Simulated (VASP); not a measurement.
# Input and output of a VASP PBEsol relaxation of cell and atoms on BP (rocksalt)

INCAR

```
LASPH = .TRUE.
LCHARG = .FALSE.
ISMEAR = -1
LWAVE = .FALSE.
NELM = 120
EDIFFG = -5E-3
ISIF = 3
SIGMA = 0.02
ENCUT = 600
GGA = PS
IBRION = 2
PREC = Accurate
NBANDS = 11
LREAL = .FALSE.
EDIFF = 1E-7
NSW = 40
```

KPOINTS

```
KPOINTS created by Atomic Simulation Environment
0
Gamma
10 10 10
0 0 0
```

POSCAR

```
B  P
 1.0000000000000000
     0.0000000000000000    2.1562587605723387    2.1562587605723387
     2.1562587605723387    0.0000000000000000    2.1562587605723387
     2.1562587605723387    2.1562587605723387    0.0000000000000000
 B   P
   1   1
Cartesian
  0.0000000000000000 -0.0000000000000000 -0.0000000000000000
  2.1562587605723387  2.1562587605723387  2.1562587605723387
```

VASP ran with the recommended PBE PAW datasets (8 valence electrons in the cell).

Command

```
mpirun -np 1 vasp_std
```

From OUTCAR

```
k-points           NKPTS =     47   k-points in BZ     NKDIM =     47   number of bands    NBANDS=     11

   NELECT =       8.0000    total number of electrons

   dimension x,y,z NGX =    24 NGY =   24 NGZ =   24
   dimension x,y,z NGXF=    48 NGYF=   48 NGZF=   48

  energy-cutoff  :      600.00
  volume of cell :       19.62
      direct lattice vectors                 reciprocal lattice vectors
     0.000000000  2.140763403  2.140763403    -0.233561541  0.233561541  0.233561541
     2.140763403  0.000000000  2.140763403     0.233561541 -0.233561541  0.233561541
     2.140763403  2.140763403  0.000000000     0.233561541  0.233561541 -0.233561541

 k-points in reciprocal lattice and weights: KPOINTS created by Atomic Simulation Env
   0.00000000  0.00000000  0.00000000       0.001
   0.10000000  0.00000000  0.00000000       0.008
   0.20000000  0.00000000  0.00000000       0.008
   0.30000000  0.00000000  0.00000000       0.008
   0.40000000  0.00000000  0.00000000       0.008
   0.50000000  0.00000000  0.00000000       0.004
   0.10000000  0.10000000  0.00000000       0.006
   0.20000000  0.10000000  0.00000000       0.024
   ...

 E-fermi :   9.9807

 k-point     1 :       0.0000    0.0000    0.0000
  band No.  band energies     occupation
      1      -7.1769      2.00000
      2      10.0718      0.02082
      3      10.0718      0.02082
      4      10.0718      0.02082
      5      17.0649      0.00000
      6      17.9068      0.00000
      7      17.9068      0.00000
      8      17.9068      0.00000
      9      18.8527      0.00000
     10      18.8527      0.00000
     11      18.8527      0.00000

 k-point     2 :       0.1000    0.0000    0.0000
  band No.  band energies     occupation
      1      -6.9598      2.00000
      2       8.7629      2.00000
      3      10.0017      0.51834
      4      10.0017      0.51834
      5      17.0287      0.00000
      6      17.3546      0.00000
      7      17.3546      0.00000
      8      18.3301      0.00000
      9      18.4151      0.00000
     10      18.4151      0.00000
     11      18.8481      0.00000

 k-point     3 :       0.2000    0.0000    0.0000
  band No.  band energies     occupation
      1      -6.3117      2.00000
      2       6.1309      2.00000
      3       9.8935      1.97484
      4       9.8935      1.97484
      5      15.2618      0.00000
      6      15.2618      0.00000
      7      16.3627      0.00000
      8      18.1867      0.00000
      9      19.8280      0.00000
     10      19.8280      0.00000
     11      20.3676      0.00000

 k-point     4 :       0.3000    0.0000    0.0000
  band No.  band energies     occupation
      1      -5.2460      2.00000
      2       3.3380      2.00000
      3       9.9279      1.86728
      4       9.9279      1.86728
      5      13.4546      0.00000
      6      13.4546      0.00000
      7      15.7608      0.00000
      8      17.7474      0.00000
      9      21.9179      0.00000
     10      21.9179      0.00000
     11      22.3595      0.00000

 k-point     5 :       0.4000    0.0000    0.0000
  band No.  band energies     occupation
      1      -3.8141      2.00000
      2       0.7953      2.00000
      3      10.2239      0.00001
      4      10.2239      0.00001
      5      12.0393      0.00000
      6      12.0393      0.00000
      7      15.3825      0.00000
      8      17.4188      0.00000
      9      24.2950      0.00000
     10      24.3681      0.00000
     11      24.3681      0.00000

 k-point     6 :       0.5000    0.0000    0.0000
  band No.  band energies     occupation
      1      -2.6055      2.00000
      2      -0.7930      2.00000
      3      10.6465      0.00000
      4      10.6465      0.00000
      5      11.2359      0.00000
      6      11.2359      0.00000
      7      15.2548      0.00000
      8      17.2998      0.00000
      9      25.3488      0.00000
     10      25.9425      0.00000
     11      25.9425      0.00000

 k-point     7 :       0.1000    0.1000    0.0000
  band No.  band energies     occupation
      1      -6.8873      2.00000
      2       9.3239      2.00000
      3       9.3239      2.00000
      4       9.6375      2.00000
      5      15.3602      0.00000
      6      16.8234      0.00000
      7      17.9273      0.00000
      8      19.0835      0.00000
      9      19.0835      0.00000
     10      19.2245      0.00000
     11      19.2245      0.00000

 k-point     8 :       0.2000    0.1000    0.0000
  band No.  band energies     occupation
      1      -6.3822      2.00000
      2       7.1667      2.00000
      3       8.7829      2.00000
      4      10.0269      0.18118
      5      13.2354      0.00000
      6      16.6000      0.00000
      7      17.8360      0.00000
      8      18.1247      0.00000
      9      19.1005      0.00000
     10      20.7591      0.00000
     11      21.0018      0.00000

 k-point     9 :       0.3000    0.1000    0.0000
  band No.  band energies     occupation
      1      -5.4536      2.00000
      2       4.4107      2.00000
      3       8.5143      2.00000
      4      10.3490      0.00000
      5      11.3747      0.00000
      6      15.9914      0.00000
      7      16.8934      0.00000
      8      18.2579      0.00000
      9      19.2262      0.00000
     10      22.8305      0.00000
     11      23.1077      0.00000

 k-point    10 :       0.4000    0.1000    0.0000
  band No.  band energies     occupation
      1      -4.1320      2.00000
      2       1.7699      2.00000
      3       8.5927      2.00000
      4       9.8740      1.99040
      5      10.7025      0.00000
      6      14.4124      0.00000
      7      16.8152      0.00000
      8      18.1512      0.00000
      9      20.8723      0.00000
     10      25.0353      0.00000
     11      25.1235      0.00000

 k-point    11 :       0.5000    0.1000    0.0000
  band No.  band energies     occupation
      1      -2.6356      2.00000
      2      -0.3509      2.00000
      3       8.7700      2.00000
      4       9.0549      2.00000
      5      11.2674      0.00000
      6      13.1811      0.00000
      7      16.6981      0.00000
      8      18.0800      0.00000
      9      23.3045      0.00000
     10      25.5950      0.00000
     11      26.1221      0.00000

 k-point    12 :      -0.4000    0.1000    0.0000
  band No.  band energies     occupation
      1      -3.1045      2.00000
      2       0.2440      2.00000
      3       8.0700      2.00000
      4       9.9132      1.93379
      5      12.1317      0.00000
      6      12.2927      0.00000
      7      16.7093      0.00000
      8      18.2648      0.00000
      9      23.8466      0.00000
     10      24.1108      0.00000
     11      25.5421      0.00000

 k-point    13 :      -0.3000    0.1000    0.0000
  band No.  band energies     occupation
      1      -4.6132      2.00000
      2       2.6178      2.00000
      3       7.7722      2.00000
      4      11.0855      0.00000
      5      11.7761      0.00000
      6      13.3134      0.00000
      7      16.9097      0.00000
      8      18.6803      0.00000
      9      21.5901      0.00000
     10      21.6123      0.00000
     11      25.3806      0.00000

 k-point    14 :      -0.2000    0.1000    0.0000
  band No.  band energies     occupation
      1      -5.8099      2.00000
      2       5.3214      2.00000
      3       7.8709      2.00000
      4      11.1094      0.00000
      5      12.9658      0.00000
      6      14.7696      0.00000
      7      17.3201      0.00000
      8      19.0769      0.00000
      9      19.6021      0.00000
     10      19.6410      0.00000
     11      23.3252      0.00000

 k-point    15 :      -0.1000    0.1000    0.0000
  band No.  band energies     occupation
      1      -6.5988      2.00000
      2       7.7821      2.00000
      3       8.5286      2.00000
      4      10.6320      0.00000
      5      15.0125      0.00000
      6      16.3152      0.00000
      7      17.8725      0.00000
      8      17.9037      0.00000
      9      18.5261      0.00000
     10      19.3142      0.00000
     11      20.8752      0.00000

 k-point    16 :       0.2000    0.2000    0.0000
  band No.  band energies     occupation
      1      -6.0203      2.00000
      2       7.9338      2.00000
      3       7.9338      2.00000
      4       8.7233      2.00000
      5      11.0309      0.00000
      6      15.0620      0.00000
      7      19.7537      0.00000
      8      19.7537      0.00000
      9      19.8031      0.00000
     10      22.2802      0.00000
     11      22.2802      0.00000

 ...

  Total        0.0006525      0.0006525      0.0006525      0.0000000      0.0000000      0.0000000
  in kB        0.0532775      0.0532775      0.0532775      0.0000000      0.0000000      0.0000000
  external PRESSURE =       0.0532775 kB  Pullay stress =       0.0000000 kB

 POSITION                                       TOTAL-FORCE (eV/Angst)
 -----------------------------------------------------------------------------------
      0.00000      0.00000      0.00000        -0.000000      0.000000     -0.000000
      2.14076      2.14076      2.14076         0.000000      0.000000      0.000000
 -----------------------------------------------------------------------------------
    total drift:                                0.000000     -0.000000     -0.000000

  FREE ENERGIE OF THE ION-ELECTRON SYSTEM (eV)
  ---------------------------------------------------
  free  energy   TOTEN  =       -11.7030111735 eV

  energy  without entropy=      -11.7016403401  energy(sigma->0) =      -11.70232576
```

CONTCAR

```
B  P
   1.00000000000000
     0.0000000000000000    2.1407634029994580    2.1407634029994580
     2.1407634029994580    0.0000000000000000    2.1407634029994580
     2.1407634029994580    2.1407634029994580    0.0000000000000000
  B               P
     1     1
Direct
     0.0000000000000000    0.0000000000000000    0.0000000000000000
     0.5000000000000000    0.5000000000000000    0.5000000000000000

  0.00000000E+00  0.00000000E+00  0.00000000E+00
  0.00000000E+00  0.00000000E+00  0.00000000E+00
```

| Item | Value |
| --- | --- |
| relaxed cell vector lengths | 3.027, 3.027, 3.027 Å |
| relaxed cell volume | 19.62 Å³ |

The run was restarted once from its relaxed cell; OSZICAR and OUTCAR are the second run's.

The run (the restart alone) took about 9 s on one core of a shared host (Intel Xeon Platinum 8488C) and held 0.14 GiB at most.
